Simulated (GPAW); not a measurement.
# GaSb (F-43m) in GPAW: equation of state

Aim: energy against volume of GaSb in PBE, for its equilibrium volume and stiffness.

Everything below comes from runs of GPAW 26.7.0. Logs are shortened: lines on timing, memory, paths and dates and some standing lists are left out, and cuts for length are marked. The log counts tension as positive stress, the text compression.

### Step 1. The crystal as given

The structure is cubic, space group F-43m (No. 216). The conventional cell has a = 6.118 Å, b = 6.118 Å, c = 6.118 Å, α = 90.00°, β = 90.00°, γ = 90.00°. Around Sb (site symmetry -43m) lie 4 Ga at 2.65 Å. Ga (site symmetry -43m) has 4 Sb at 2.65 Å as nearest neighbours.

### Step 2. Equation of state, PBE

File run.py:

```python
from ase import Atoms
from ase.eos import EquationOfState
from ase.io import Trajectory
from ase.units import GPa
from gpaw import GPAW, PW

atoms = Atoms(['Sb', 'Ga'],
              cell=[[0.0, 3.059, 3.059],
                    [3.059, 0.0, 3.059],
                    [3.059, 3.059, 0.0]],
              scaled_positions=[[0.75, 0.75, 0.75],
                                [0.0, 0.0, 0.0]],
              pbc=True)

traj = Trajectory('eos.traj', 'w')
volumes, energies = [], []
for x in [0.94, 0.96, 0.98, 1.0, 1.02, 1.04, 1.06]:
    a = atoms.copy()
    a.set_cell(atoms.cell * x**(1 / 3), scale_atoms=True)
    calc = GPAW(mode=PW(600),
                xc='PBE',
                kpts={'size': (8, 8, 8), 'gamma': True},
                occupations={'name': 'fermi-dirac', 'width': 0.05},
                nbands=18,
                convergence={'density': 1e-05, 'energy': 1e-05},
                maxiter=150,
                txt=f'eos-{x:.2f}.txt')
    a.calc = calc
    energies.append(a.get_potential_energy(force_consistent=True))
    volumes.append(a.get_volume())
    p = -a.get_stress()[:3].mean() / GPa
    calc.write(f'eos-{x:.2f}.gpw')
    traj.write(a)
    print(f'{x:.2f} {volumes[-1]:10.4f} A^3 {energies[-1]:14.6f} eV {p:9.3f} GPa', flush=True)

v0, e0, B = EquationOfState(volumes, energies, eos='birchmurnaghan').fit()
print(f'V0 = {v0:.4f} A^3, E0 = {e0:.6f} eV, B0 = {B / GPa:.2f} GPa')
```

Potentials or basis: GPAW PAW data sets (gpaw-data 1.2.1), pw.

Launch:

```
$ OMP_NUM_THREADS=1 python run.py
```

What it wrote:

```text
__  _  _
 | _ |_)|_||  |
 |__||  | ||/\| - 26.7.0

Input parameters:
  mode=PW(ecut=600.0),
  convergence={'density': 1e-05, 'energy': 1e-05},
  kpts=MonkhorstPack(size=(8, 8, 8), gamma=True),
  maxiter=150,
  nbands=18,
  occupations=Occupations(name='fermi-dirac', width=0.05),
  xc=XC(name='PBE')

Diagonalizing LCAO Hamiltonian
Converting LCAO to pw mode

                     Sb

       Ga

Atoms  # Å, Bohr magnetons
|   | symbol |        x |        y |        z |    initial magnetic moments |
|---|--------|----------|----------|----------|-----------------------------|
| 0 |     Sb | 4.494831 | 4.494831 | 4.494831 | ( 0.0000,  0.0000,  0.0000) |
| 1 |     Ga | 0.000000 | 0.000000 | 0.000000 | ( 0.0000,  0.0000,  0.0000) |

Unit cell  # Å
| periodic |        x |        y |        z |  lengths |    angles |
|----------|----------|----------|----------|----------|-----------|
|      yes | 0.000000 | 2.996554 | 2.996554 | 4.237767 | 60.000000 |
|      yes | 2.996554 | 0.000000 | 2.996554 | 4.237767 | 60.000000 |
|      yes | 2.996554 | 2.996554 | 0.000000 | 4.237767 | 60.000000 |

Number of symmetries: 24
Symmetry operations  # r_c * U_cc + t_c -> r_c
|    | kind |            matrix            |
|----|------|------------------------------|
|  0 |  E   |  1, 0, 0,  0, 1, 0,  0, 0, 1 |
|  1 |  σ   |  1, 0, 0,  0, 0, 1,  0, 1, 0 |
|  2 |  σ   |  1, 0,-1,  0, 1,-1,  0, 0,-1 |
|  3 |  C3  |  1, 0,-1,  0, 0,-1,  0, 1,-1 |
|  4 |  C3  |  1,-1, 0,  0,-1, 1,  0,-1, 0 |
|  5 |  σ   |  1,-1, 0,  0,-1, 0,  0,-1, 1 |
|  6 |  σ   |  0, 1, 0,  1, 0, 0,  0, 0, 1 |
|  7 |  C3  |  0, 1, 0,  0, 0, 1,  1, 0, 0 |
|  8 |  C2  |  0, 1,-1,  1, 0,-1,  0, 0,-1 |
|  9 |  S4  |  0, 1,-1,  0, 0,-1,  1, 0,-1 |
| 10 |  C3  |  0, 0, 1,  1, 0, 0,  0, 1, 0 |
| 11 |  σ   |  0, 0, 1,  0, 1, 0,  1, 0, 0 |
| 12 |  S4  |  0, 0,-1,  1, 0,-1,  0, 1,-1 |
| 13 |  C3  |  0, 0,-1,  0, 1,-1,  1, 0,-1 |
| 14 |  S4  |  0,-1, 1,  1,-1, 0,  0,-1, 0 |
| 15 |  C2  |  0,-1, 1,  0,-1, 0,  1,-1, 0 |
| 16 |  C3  |  0,-1, 0,  1,-1, 0,  0,-1, 1 |
| 17 |  S4  |  0,-1, 0,  0,-1, 1,  1,-1, 0 |
| 18 |  S4  | -1, 1, 0, -1, 0, 1, -1, 0, 0 |
| 19 |  C3  | -1, 1, 0, -1, 0, 0, -1, 0, 1 |
| 20 |  C3  | -1, 0, 1, -1, 1, 0, -1, 0, 0 |
| 21 |  S4  | -1, 0, 1, -1, 0, 0, -1, 1, 0 |
| 22 |  σ   | -1, 0, 0, -1, 1, 0, -1, 0, 1 |
| 23 |  C2  | -1, 0, 0, -1, 0, 1, -1, 1, 0 |

BZ-sampling:
  Number of BZ points: 512
  Number of IBZ points: 29

  Monkhorst-Pack size: [8, 8, 8]
  Monkhorst-Pack shift: [0.0625, 0.0625, 0.0625]

K-points  # in reciprocal-cell coordinates
|     |                                coordinates |     weight |
|-----|--------------------------------------------|------------|
|   0 | (  0.00000000,   0.00000000,   0.00000000) | 0.00195312 |
|   1 | (  0.12500000,   0.12500000,   0.00000000) | 0.01171875 |
|   2 | (  0.12500000,   0.12500000,   0.12500000) | 0.01562500 |
|   3 | (  0.25000000,   0.12500000,   0.12500000) | 0.02343750 |
|   4 | (  0.25000000,   0.25000000,   0.00000000) | 0.01171875 |
|   5 | (  0.25000000,   0.25000000,   0.12500000) | 0.04687500 |
|   6 | (  0.25000000,   0.25000000,   0.25000000) | 0.01562500 |
|   7 | (  0.37500000,   0.25000000,  -0.37500000) | 0.04687500 |
|   8 | (  0.37500000,   0.25000000,   0.12500000) | 0.04687500 |
|   9 | (  0.37500000,   0.25000000,   0.25000000) | 0.04687500 |
| ... |                                            |            |
|  28 | (  0.50000000,   0.50000000,   0.50000000) | 0.00781250 |

Plane wave coefficients: 1814
Cutoff: 600.0 eV

Spin-components: 1 (collinear spins)
Bands:           18
Projectors:      11
Spin-degeneracy: 2
Datatype:        complex128

Density:
  Valence electrons: 18.0
  Components: 1
  Grid points: [24 24 24]
  Charge: 0.0  # |e|

Potential:
  Grid points: [24 24 24]

species:
  Sb:
    name:    Antimony
    Z:       51.0
    valence: 15
    core:    36
    charge:  0.0  # [|e|]
    compensation charges:
      type: gauss
      rc: 0.36  # [Å]
      lmax: 2
    cutoffs:
      filter: 2.23  # [Å]
      core: 2.23  # [Å]
    projectors
    | kind |    occ | energy [eV] | rcut [Å] |
    |------|--------|-------------|----------|
    |   5s |  2.000 |     -12.815 |    1.154 |
    |   5p |  3.000 |      -4.830 |    1.233 |
    |   4d | 10.000 |     -33.514 |    1.196 |
    |    s |        |      14.396 |    1.154 |
    |    p |        |      22.381 |    1.233 |
    |    d |        |      -6.303 |    1.196 |

    Using partial waves for Sb as LCAO basis

  Ga:
    name:    Gallium
    Z:       31.0
    valence: 3
    core:    28
    charge:  0.0  # [|e|]
    compensation charges:
      type: gauss
      rc: 0.37  # [Å]
      lmax: 2
    cutoffs:
      filter: 2.06  # [Å]
      core: 4.17  # [Å]
    projectors
    | kind |    occ | energy [eV] | rcut [Å] |
    |------|--------|-------------|----------|
    |   4s |  2.000 |      -8.945 |    1.164 |
    |   4p |  1.000 |      -2.580 |    1.164 |
    |    s |        |      18.266 |    1.164 |
    |    p |        |      24.631 |    1.164 |
    |    d |        |       0.000 |    1.164 |

    Using partial waves for Ga as LCAO basis

Reference energy: -229166.229777  # eV

eigensolver:
  PPCG
  Converge bands: occupied
  niter=2

density mixing:
  MSR1-Mixer
  Pratt-step length: 0.05
  Maximum mixing coefficient: 0.75
  Old densities: 10
  SVD Regularization: 0.005
  Good broyden scale: 1.0
  Trust region scale: 1.0
  Backstep threshold: 4.0
  History deletion threshold: 6.0
  Fourier metric: weight=20.0, sigma=0.015

occupation numbers:
  Fermi-Dirac:
    width: 0.0500  # eV

poisson solver:
  ecut: 4800.0  # eV

xc functional:
  name: PBE with 2 nearest neighbor stencil

convergence criteria:
- Maximum integral of absolute [dens]ity change: 1e-05 electrons / valence electron
- Maximum [total energy] change in last 3 cyles: 1e-05 eV / valence electron
- Maximum integral of absolute [eigenst]ate change: 4e-08 eV^2 / valence electron
maximum number of iterations: 150

SCF iterations
|iter     | |      energy | eigst |  dens |
|---------|-|-------------|-------|-------|
|iter:   1| |   -7.571113 | +0.24 |       |
|iter:   2| |   -7.573849 | -1.99 | -1.28 |
|iter:   3| |   -7.552573 | -2.45 | -1.31 |
|iter:   4| |   -7.554723 | -3.14 | -1.85 |
|iter:   5| |   -7.555160 | -4.22 | -2.60 |
|iter:   6| |   -7.555268 | -4.97 | -3.02 |
|iter:   7| |   -7.555269c| -6.50 | -4.11 |
|iter:   8| |   -7.555269c| -7.39 | -4.60 |
|iter:   9| |   -7.555269c| -8.16c| -5.33c|

Converged in 9 steps
Energy contributions relative to reference atoms: (reference = -229166.229777)

Energy contributions:
  Kinetic:          19.235408
  Coulomb:         -16.516463
  Zero:              0.189285
  External:          0.000000
  Xc:              -10.463480
  Entropy:          -0.000037
  Spinorbit:         0.000000
  ----------------------------
  Free energy:      -7.555287
  Extrapolated:     -7.555269

dipole moment: (-10.604049, -10.604049, -10.604049)  # |e|*Ang

Fermi level: 5.807
Eigenvalues  # (at kpt = [0.000, 0.000, 0.000])
| band index |      eig [eV] | occ [0-2] |
|------------|---------------|-----------|
|          0 |       -23.320 |     2.000 |
|          1 |       -23.320 |     2.000 |
|          2 |       -23.320 |     2.000 |
|          3 |       -23.299 |     2.000 |
|          4 |       -23.299 |     2.000 |
|          5 |        -6.353 |     2.000 |
[... 10 lines left out ...]
|         16 |        15.131 |     0.000 |
|         17 |        15.131 |     0.000 |

Gap: 0.550 eV
Transition (v -> c):
  (s=0, k=0, n=8, [0.00, 0.00, 0.00]) -> (s=0, k=0, n=9, [0.00, 0.00, 0.00])
No difference between direct/indirect transitions

Stress tensor  # eV/Ang^3
|         x |         y |         z |
|-----------|-----------|-----------|
| -0.039794 |  0.000000 |  0.000000 |
|  0.000000 | -0.039794 | -0.000000 |
|  0.000000 | -0.000000 | -0.039794 |

# Writing to eos-0.94.gpw (mode='')
```

stdout:

```text
0.94    53.8141 A^3      -7.555287 eV     6.376 GPa
0.96    54.9591 A^3      -7.595510 eV     4.869 GPa
0.98    56.1041 A^3      -7.625552 eV     3.529 GPa
1.00    57.2491 A^3      -7.646589 eV     2.347 GPa
1.02    58.3941 A^3      -7.659679 eV     1.298 GPa
1.04    59.5390 A^3      -7.665592 eV     0.338 GPa
1.06    60.6840 A^3      -7.664985 eV    -0.527 GPa
V0 = 60.0042 A^3, E0 = -7.666060 eV, B0 = 44.87 GPa
```

eos-0.96.txt:

```text
SCF iterations
|iter     | |      energy | eigst |  dens |
|---------|-|-------------|-------|-------|
|iter:   1| |   -7.609533 | +0.22 |       |
|iter:   2| |   -7.612409 | -2.00 | -1.28 |
|iter:   3| |   -7.592880 | -2.46 | -1.31 |
|iter:   4| |   -7.594941 | -3.15 | -1.85 |
|iter:   5| |   -7.595353 | -4.23 | -2.61 |
|iter:   6| |   -7.595468 | -4.94 | -3.01 |
[... 43 lines left out ...]

Gap: 0.392 eV
Transition (v -> c):
  (s=0, k=0, n=8, [0.00, 0.00, 0.00]) -> (s=0, k=0, n=9, [0.00, 0.00, 0.00])
No difference between direct/indirect transitions

Stress tensor  # eV/Ang^3
|         x |         y |         z |
|-----------|-----------|-----------|
| -0.030393 | -0.000000 | -0.000000 |
| -0.000000 | -0.030393 |  0.000000 |
| -0.000000 |  0.000000 | -0.030393 |

# Writing to eos-0.96.gpw (mode='')
```

It took 1.8 min on 1 thread of Arm Neoverse V1, shared host; peak memory 0.27 GiB.

What came out:

```
Equilibrium volume                      : 30.00 Å³/atom
Bulk modulus                            : 45 GPa
Pressure derivative of the bulk modulus : 4.9 (rough: it moves with the points fitted)
```

Energy against volume, from the lowest point:
| volume (Å³/atom) | energy (meV/atom) |
| --- | --- |
| 26.907 | 55.15 |
| 27.480 | 35.04 |
| 28.052 | 20.02 |
| 28.625 | 9.50 |
| 29.197 | 2.96 |
| 29.770 | 0.00 |
| 30.342 | 0.30 |
